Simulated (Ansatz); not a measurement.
# ZrS2: the cost of one run

Program: the Python package of Ansatz 0.2.0. The levels of theory stand in the script. These are calculated values, not measurements.

### 1 Starting point

The structure is trigonal, space group P-3m1 (No. 164). Conventional cell: a = 3.691 Å, b = 3.691 Å, c = 6.041 Å, α = 90.00°, β = 90.00°, γ = 120.00°. Zr (site symmetry -3m) is surrounded by 6 S at 2.57 Å. S (site symmetry 3m) has 3 Zr at 2.57 Å as nearest neighbours.

The script holds or builds the structure itself.

### 2 The code

run_ddh.py

```python
"""Dielectric-dependent hybrid for ZrS2."""

import warnings

import ansatz
from ase import Atoms
import numpy as np

SETTINGS = {
    "kmesh": (6, 6, 2),
    "filling": "fixed",
}


def count_gap(report):
    # lowest empty less highest filled band, counting bands; zero where they overlap
    return max(report.get("gap_by_band_count_ev") or 0.0, 0.0)

warnings.simplefilter("ignore", ansatz.DeckWarning)

atoms = Atoms(
    ["Zr", "S", "S"],
    scaled_positions=[
        (0.0, 0.0, 0.0),
        (2 / 3, 1 / 3, 0.76209003),
        (1 / 3, 2 / 3, 0.23790997),
    ],
    cell=[
        (3.69138255, 0.0, 0.0),
        (-1.84569127, 3.19683106, 0.0),
        (0.0, 0.0, 6.04107701),
    ],
    pbc=True,
)
crystal = ansatz.Crystal.from_ase(atoms)

model = (
    crystal.calculation()
    .kpoints(*SETTINGS["kmesh"])  # the mesh must be finer for metals
    .occupations(SETTINGS["filling"])  # whole-number filling, right only where there is a gap
    .band_table()  # levels at the mesh points
)
semilocal = model.functional("pbe").run(threads=1, pin="off").report
hybrid = model.functional(exchange="pbe", correlation="pbe", exact_fraction="inverse_dielectric").run(threads=1, pin="off").report
alpha = hybrid["hybrid"]["exact_exchange_fraction"]
print(f"fraction of exact exchange {alpha:.4f}, so eps_inf = {1 / alpha:.2f}")
print(f"gap by band count: {count_gap(semilocal):.3f} eV semilocal, {count_gap(hybrid):.3f} eV hybrid")
```

### 3 The run

Started as:

```
python run_ddh.py
```

What time and memory should one allow on 1 thread of Arm Neoverse V2, shared host?

About 2.2 min, with a peak of 1.6 GiB.
